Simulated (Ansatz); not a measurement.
Input of an Ansatz 0.2.0 run:

run.py

```python
import json

import ase.io
import numpy as np
import spglib

import ansatz as az

atoms = ase.io.read("I.cif")
cell, frac, numbers = spglib.find_primitive((atoms.cell[:], atoms.get_scaled_positions(), atoms.numbers), symprec=1e-5)
atoms = ase.Atoms(numbers, cell=cell, scaled_positions=frac, pbc=True)

calculation = (
    az.Crystal.from_ase(atoms)
    .calculation()
    .basis(xc_grid=1)
    .kpoints(11, 11, 11)
    .functional("pbe", dispersion="d4")
    .pseudopotentials(kind="paw")
    .scf(extra_bands=6)
    .occupations(method="methfessel_paxton", width=0.005)
    .band_structure(path=(((0.0, 0.0, 0.0), (-0.5, 0.5, 0.0), (-0.5, 0.5, -0.0719177326), (-0.2859588663,
        0.2859588663, -0.2859588663), (0.0, 0.0, 0.0), (0.5, 0.5, -0.5), (0.2859588663, 0.7140411337,
        -0.7140411337), (0.0, 0.5, -0.5), (-0.25, 0.75, -0.25), (0.0719177326, 0.9280822674, -0.5), (0.5, 0.5,
        -0.5)), ((-0.5, 0.5, 0.0), (-0.25, 0.75, -0.25))), intervals=14)
    .density()
    .potential()
    .output_files(volumetric_format="npy")
    .electron_localization_function()
    .forces()
    .stress()
    .band_table(publish=True)
)
outcome = calculation.run(threads=2, events_out="events.jsonl")

report = outcome.report
for line in open("events.jsonl"):
    event = json.loads(line)
    if event["event"] == "scf_iter":
        d = event["data"]
        print(f"SCF {d['iter']:3d}  HF = {d['harris_foulkes_ev']:.6f} eV  dr2 = {d['dr2_ev']:.2e} eV")
    elif event["event"] in ("relax_step", "md_step"):
        d = event["data"]
        print(f"{event['event']} {d['step']:3d}  E = {d['lagrangian_ev']:.6f} eV")
np.set_printoptions(precision=5, suppress=True, linewidth=110)
print("converged:", report["converged"], "after", report["n_iterations"], "iterations")
print(f"free energy {report['free_energy_ev']:.6f} eV, Fermi level {report['fermi_energy_ev']:.4f} eV")
for key in ("band_edges_ev", "magnetization_mub", "site_moments_mub", "site_moments_nc_mub", "forces_ev_ang",
                "stress_gpa", "kpoints_frac", "eigenvalues_ev"):
    if report.get(key) is not None:
        print(key, np.array(report[key]), sep="\n")
```

Contents of I.cif:

```cif
data_I
_cell_length_a 3.23491200
_cell_length_b 3.23491200
_cell_length_c 8.52961600
_cell_angle_alpha 90.00000000
_cell_angle_beta 90.00000000
_cell_angle_gamma 90.00000000
_space_group_name_H-M_alt 'I4/mmm'
_space_group_name_Hall '-I 4 2'
_space_group_IT_number 139
loop_
_space_group_symop_operation_xyz
'x,y,z'
'-x,-y,-z'
'-y,x,z'
'y,-x,-z'
'-x,-y,z'
'x,y,-z'
'y,-x,z'
'-y,x,-z'
'x,-y,-z'
'-x,y,z'
'-y,-x,-z'
'y,x,z'
'-x,y,-z'
'x,-y,z'
'y,x,-z'
'-y,-x,z'
'x+1/2,y+1/2,z+1/2'
'-x+1/2,-y+1/2,-z+1/2'
'-y+1/2,x+1/2,z+1/2'
'y+1/2,-x+1/2,-z+1/2'
'-x+1/2,-y+1/2,z+1/2'
'x+1/2,y+1/2,-z+1/2'
'y+1/2,-x+1/2,z+1/2'
'-y+1/2,x+1/2,-z+1/2'
'x+1/2,-y+1/2,-z+1/2'
'-x+1/2,y+1/2,z+1/2'
'-y+1/2,-x+1/2,-z+1/2'
'y+1/2,x+1/2,z+1/2'
'-x+1/2,y+1/2,-z+1/2'
'x+1/2,-y+1/2,z+1/2'
'y+1/2,x+1/2,-z+1/2'
'-y+1/2,-x+1/2,z+1/2'
loop_
_atom_site_label
_atom_site_type_symbol
_atom_site_symmetry_multiplicity
_atom_site_Wyckoff_symbol
_atom_site_fract_x
_atom_site_fract_y
_atom_site_fract_z
_atom_site_occupancy
I1 I 2 a 0.0000000000 0.0000000000 0.0000000000 1
```

Potentials or basis: Ansatz PAW.

The run is started by

```sh
$ python run.py
```

Predict the pressure.

-1.1 GPa.

What does it give for the band gap on the k mesh?

None (metal or under the smearing width).

Levels at the corners of the path, in eV from the Fermi level:
```
point  band 5  band 6  band 7  band 8  band 9  band 10  band 11  band 12  band 13  band 14
    Γ  -45.08  -13.80   -2.35    0.77    0.77     4.17     7.38     7.98    12.39    12.70
    X  -45.06  -11.14   -4.03   -3.87   -0.63     3.97     6.48     9.27    10.20    11.19
    Y  -45.07  -11.31   -3.88   -3.73   -0.85     4.41     6.55     9.39    10.74    11.29
    S  -45.07  -12.51   -4.94   -2.13    1.61     5.87     8.52     9.26    12.09    12.32
    Γ  -45.08  -13.80   -2.35    0.77    0.77     4.17     7.38     7.98    12.39    12.70
    Z  -45.08  -13.68   -3.74    0.66    0.66     7.07     7.43     9.22    12.49    15.01
   S1  -45.07  -12.51   -4.94   -2.13    1.61     5.87     8.52     9.26    12.09    12.32
    N  -45.07  -12.44   -5.16   -1.77    1.68     4.85     9.44     9.77    10.94    11.87
    P  -45.06  -11.14   -3.95   -3.95   -0.63     4.05     7.41     7.41     9.09    14.24
   Y1  -45.07  -11.31   -3.88   -3.73   -0.85     4.41     6.55     9.39    10.74    11.29
    Z  -45.08  -13.68   -3.74    0.66    0.66     7.07     7.43     9.22    12.49    15.01
    X  -45.06  -11.14   -4.03   -3.87   -0.63     3.97     6.48     9.27    10.20    11.19
    P  -45.06  -11.14   -3.95   -3.95   -0.63     4.05     7.41     7.41     9.09    14.24
```

Caveat: spin-orbit coupling is left out, which moves the levels of the heavy elements; an odd number of electrons without spin polarisation forces a metal; a magnetic or distorted state may lie lower; pairwise dispersion overbinds metals, which lowers pressure and volume.
